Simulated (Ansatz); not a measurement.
Pressure coefficients of RbCl

```
Rb Cl
1.0
     0.00000    3.30871    3.30871
     3.30871    0.00000    3.30871
     3.30871    3.30871    0.00000
Rb Cl
1 1
Direct
  0.00000 0.00000 0.00000
  0.50000 0.50000 0.50000
```

The conventional cell has a = 6.617 Å, b = 6.617 Å, c = 6.617 Å, α = 90.00°, β = 90.00°, γ = 90.00°. Rb (atom 1) has 6 Cl at 3.31 Å as nearest neighbours. Cl (atom 2) has 6 Rb at 3.31 Å as nearest neighbours.

The cell is the one relaxed in the Materials Project (mp-23295), not relaxed further here; entries there can be hypothetical.

All numbers below come from DFT, PBEsol, all-electron LAPW, scalar-relativistic in Ansatz 0.2.0.

Numerical set-up: a Γ-centred 8×8×8 k mesh, Fermi–Dirac smearing of 0.02 eV, basis error target 1 meV/atom, no spin polarisation.

The cell is scaled evenly with fractional coordinates held. Semilocal gaps are too small, but their slopes carry over better.

```json
{"V/V(cell)": "0.9600", "P (GPa)": "0.12", "gap on the k mesh (eV)": "4.919"}
{"V/V(cell)": "0.9800", "P (GPa)": "-0.22", "gap on the k mesh (eV)": "4.858"}
{"V/V(cell)": "1.0000", "P (GPa)": "-0.51", "gap on the k mesh (eV)": "4.800"}
{"V/V(cell)": "1.0200", "P (GPa)": "-0.77", "gap on the k mesh (eV)": "4.745"}
```

**Question.** From the rows at 0.9800 and 1.0200, what is the bulk modulus at the cell's volume?

**Answer.** B = −ΔP/Δln V = −[(-0.77) − (-0.22)]/0.04001 = 13.7 GPa. This is the modulus at -0.51 GPa, not at zero pressure.

**Question.** What are the gap's volume deformation potential and pressure coefficient?

**Answer.** dEg/dln V = (4.745 − 4.858)/0.04001 = -2.82 eV, and dEg/dP = −(dEg/dln V)/B = 206 meV/GPa: pressure widens the gap.

**Question.** Predict the row at V/V(cell) = 1.0400. How far is a linear estimate of P off?

**Answer.** P = -1.00 GPa, gap 4.692 eV. The linear estimate P(cell) − B ln(V/V(cell)) = -1.05 GPa misses by 0.05 GPa, since the modulus falls on expansion.
